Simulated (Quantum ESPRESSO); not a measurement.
Quantum ESPRESSO 7.5, DFT, PBE, plane waves, PseudoDojo 0.5 standard norm-conserving PBE (local tails restored to the Coulomb form): rock-salt MgO, 2 atoms. Basis and mesh were picked for this test and aren't claimed converged.

| Property | Value |
|---|---|
| cell | 2.98, 2.98, 2.98 Å; 60, 60, 60° |
| task | phonons by DFPT |
| k mesh | 10×10×10 |
| ecutwfc | 84 Ry |
| ecutrho | 336 Ry |
| occupations | fixed |
| conv_thr | 1e-12 Ry |
| tprnfor | true |
| tstress | false |
| tr2_ph | 1e-14 |
| q | [0.25, 0, 0] 2π/alat, Cartesian |
| k-point pools (-nk) | 16 |
| k-points computed | 360 |
| bands | 8 |
| electrons | 16 |
| G-vectors of the density | 13323 |
| FFT grid | 36×36×36 |
| symmetry operations | 48 |

Hardware: AMD EPYC (Zen 5), 96 cores on 1 socket, no SMT, 12 L3 cache groups; 94 cores' worth of CPU time may be used.

Wall times, medians of two to five repeats, each run alone on the node (launch to exit). Processes are pinned to neighbouring cores unless said otherwise. The times hold for this build (conda-forge: Open MPI 5.0, OpenMP, OpenBLAS 0.3.34 (pthreads), FFTW, ScaLAPACK, ELPA). Scratch files lie in a memory file system. A preparatory run goes ahead and isn't timed.

Started as
```bash
# ahead of the timed run: OMP_NUM_THREADS=1 mpirun -np 32 pw.x -nk 16 -in first.in
OMP_NUM_THREADS=1 mpirun -np 32 ph.x -nk 16 -in ph.in
```
(32 ranks, -nk 16) it takes 11 s and 29 response iterations (all representations).

Q: What happens to the run time with -nk 1?

A: About 52 s (2 runs within 1 %): 4.9× as long. The largest move is in solving the linear systems (cgsolve): 7.2 s to 42 s. Response iterations (all representations) go from 29 to 27. Change in the result: frequencies (largest shift) 0.40 cm⁻¹.
